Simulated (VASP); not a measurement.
A VASP 6.6.1 single-point calculation on LiH

INCAR

```
EDIFF = 1E-7
LREAL = .FALSE.
ENCUT = 520
PREC = Accurate
METAGGA = R2SCAN
LWAVE = .FALSE.
LASPH = .TRUE.
NBANDS = 9
NSW = 0
LCHARG = .FALSE.
SIGMA = 0.01
ALGO = Fast
IBRION = -1
ISIF = 2
ISMEAR = 0
NELM = 120
```

KPOINTS

```
KPOINTS created by Atomic Simulation Environment
0
Gamma
12 12 12
0 0 0
```

POSCAR

```
Li H
 1.0000000000000000
     0.0000000000000000    2.0029948411000000    1.9929798669000001
     2.0029948411000000    0.0000000000000000    1.9929798669000001
     2.0029948411000000    2.0029948411000000    0.0000000000000000
 Li  H
   1   1
Cartesian
  0.0000000000000000  0.0000000000000000  0.0000000000000000
  2.0029948411000000  2.0029948411000000  1.9929798669000001
```

The recommended PBE PAW datasets give the neutral cell 4 valence electrons.

Command

```
mpirun -np 1 vasp_std
```

OSZICAR

```
N       E                     dE             d eps       ncg     rms          rms(c)
DAV:   1    -0.260320309603E+01   -0.26032E+01   -0.15269E+03  2982   0.423E+02
DAV:   2    -0.734775194128E+01   -0.47445E+01   -0.47010E+01  4205   0.574E+01
DAV:   3    -0.741095714082E+01   -0.63205E-01   -0.63176E-01  3574   0.550E+00
DAV:   4    -0.741124608057E+01   -0.28894E-03   -0.28889E-03  4213   0.325E-01
DAV:   5    -0.741124709889E+01   -0.10183E-05   -0.10183E-05  3697   0.130E-02    0.274E+00
RMM:   6    -0.687762986322E+01    0.53362E+00   -0.11183E-01  3522   0.237E+00    0.158E+00
RMM:   7    -0.681577037474E+01    0.61859E-01   -0.83917E-02  3666   0.181E+00    0.244E-01
RMM:   8    -0.681682858950E+01   -0.10582E-02   -0.56457E-03  4337   0.579E-01    0.106E-01
RMM:   9    -0.681732593363E+01   -0.49734E-03   -0.20334E-03  4427   0.329E-01    0.306E-02
RMM:  10    -0.681744330332E+01   -0.11737E-03   -0.73793E-04  4623   0.129E-01    0.275E-02
RMM:  11    -0.681751791686E+01   -0.74614E-04   -0.31463E-04  4498   0.829E-02    0.165E-02
RMM:  12    -0.681753984278E+01   -0.21926E-04   -0.98941E-05  4578   0.485E-02    0.249E-03
RMM:  13    -0.681754166866E+01   -0.18259E-05   -0.36003E-05  4649   0.244E-02    0.508E-03
RMM:  14    -0.681755964189E+01   -0.17973E-04   -0.29849E-05  4336   0.289E-02    0.513E-03
RMM:  15    -0.681755004136E+01    0.96005E-05   -0.47957E-06  4082   0.145E-02    0.174E-03
RMM:  16    -0.681755040875E+01   -0.36739E-06   -0.20040E-06  4548   0.630E-03    0.140E-03
RMM:  17    -0.681755257749E+01   -0.21687E-05   -0.10836E-06  4255   0.534E-03    0.246E-04
RMM:  18    -0.681755278492E+01   -0.20743E-06   -0.42171E-07  4157   0.294E-03    0.132E-04
RMM:  19    -0.681755263912E+01    0.14580E-06   -0.21318E-07  3579   0.177E-03    0.237E-04
RMM:  20    -0.681755225232E+01    0.38680E-06   -0.72970E-08  3201   0.108E-03    0.455E-04
RMM:  21    -0.681755229425E+01   -0.41934E-07   -0.27770E-08  2910   0.691E-04
   1 F= -.68175523E+01 E0= -.68175523E+01  d E =-.897756-174
```

From OUTCAR

```
k-points           NKPTS =    163   k-points in BZ     NKDIM =    163   number of bands    NBANDS=      9

   NELECT =       4.0000    total number of electrons

   dimension x,y,z NGX =    24 NGY =   24 NGZ =   24
   dimension x,y,z NGXF=    48 NGYF=   48 NGZF=   48

  energy-cutoff  :      520.00
  volume of cell :       15.99
      direct lattice vectors                 reciprocal lattice vectors
     0.000000000  2.002994841  1.992979867    -0.249626205  0.249626205  0.250880608
     2.002994841  0.000000000  1.992979867     0.249626205 -0.249626205  0.250880608
     2.002994841  2.002994841  0.000000000     0.249626205  0.249626205 -0.250880608

 k-points in reciprocal lattice and weights: KPOINTS created by Atomic Simulation Env
   0.00000000  0.00000000  0.00000000       0.001
   0.08333333  0.00000000  0.00000000       0.005
   0.16666667 -0.00000000  0.00000000       0.005
   0.25000000 -0.00000000  0.00000000       0.005
   0.33333333 -0.00000000  0.00000000       0.005
   0.41666667  0.00000000  0.00000000       0.005
   0.50000000 -0.00000000  0.00000000       0.002
   0.08333333  0.08333333  0.00000000       0.001
   ...

 E-fermi :   0.0672

 k-point     1 :       0.0000    0.0000    0.0000
  band No.  band energies     occupation
      1     -45.8814      2.00000
      2      -5.6270      2.00000
      3      17.5775      0.00000
      4      19.2856      0.00000
      5      19.3360      0.00000
      6      19.3364      0.00000
      7      23.7463      0.00000
      8      23.7464      0.00000
      9      23.7763      0.00000

 k-point     2 :       0.0833    0.0000    0.0000
  band No.  band energies     occupation
      1     -45.8785      2.00000
      2      -5.5014      2.00000
      3      16.2939      0.00000
      4      18.5365      0.00000
      5      18.9740      0.00000
      6      18.9888      0.00000
      7      23.4609      0.00000
      8      24.4651      0.00000
      9      24.4700      0.00000

 k-point     3 :       0.1667   -0.0000    0.0000
  band No.  band energies     occupation
      1     -45.8701      2.00000
      2      -5.1315      2.00000
      3      13.4426      0.00000
      4      17.4042      0.00000
      5      18.3778      0.00000
      6      18.3916      0.00000
      7      24.1354      0.00000
      8      25.2149      0.00000
      9      25.3717      0.00000

 k-point     4 :       0.2500   -0.0000    0.0000
  band No.  band energies     occupation
      1     -45.8586      2.00000
      2      -4.5438      2.00000
      3      10.5059      0.00000
      4      16.3643      0.00000
      5      17.9231      0.00000
      6      17.9652      0.00000
      7      23.2242      0.00000
      8      23.4001      0.00000
      9      25.3814      0.00000

 k-point     5 :       0.3333   -0.0000    0.0000
  band No.  band energies     occupation
      1     -45.8470      2.00000
      2      -3.8128      2.00000
      3       7.9969      0.00000
      4      15.5430      0.00000
      5      17.7552      0.00000
      6      17.8234      0.00000
      7      21.4840      0.00000
      8      21.6390      0.00000
      9      26.9497      0.00000

 ...

  Total       -0.0475453     -0.0475453     -0.0099125      0.0000000      0.0000000     -0.0000000
  in kB       -4.7634925     -4.7634925     -0.9931199      0.0000000      0.0000000     -0.0000000
  external PRESSURE =      -3.5067017 kB  Pullay stress =       0.0000000 kB

 POSITION                                       TOTAL-FORCE (eV/Angst)
 -----------------------------------------------------------------------------------
      0.00000      0.00000      0.00000        -0.000000      0.000000      0.000000
      2.00299      2.00299      1.99298         0.000000     -0.000000      0.000000
 -----------------------------------------------------------------------------------
    total drift:                                0.000000     -0.000000     -0.000000

  FREE ENERGIE OF THE ION-ELECTRON SYSTEM (eV)
  ---------------------------------------------------
  free  energy   TOTEN  =        -6.8175522943 eV

  energy  without entropy=       -6.8175522943  energy(sigma->0) =       -6.81755229
```

It converged. Results: gap between bands v and c on the k mesh 3.53 eV; least direct gap on the k mesh 3.57 eV; pressure -0.4 GPa. Band v is the last that the valence electrons fill when counted band by band, and c is the next.

For comparison, a separate r²SCAN run of the intended cell, on usual settings and not on those above, gives a gap of 3.53 eV on its mesh and a pressure of -0.3 GPa.

The run above took about 1.8 min on one core of a shared host (Intel Xeon Platinum 8488C) and held 0.15 GiB at most.
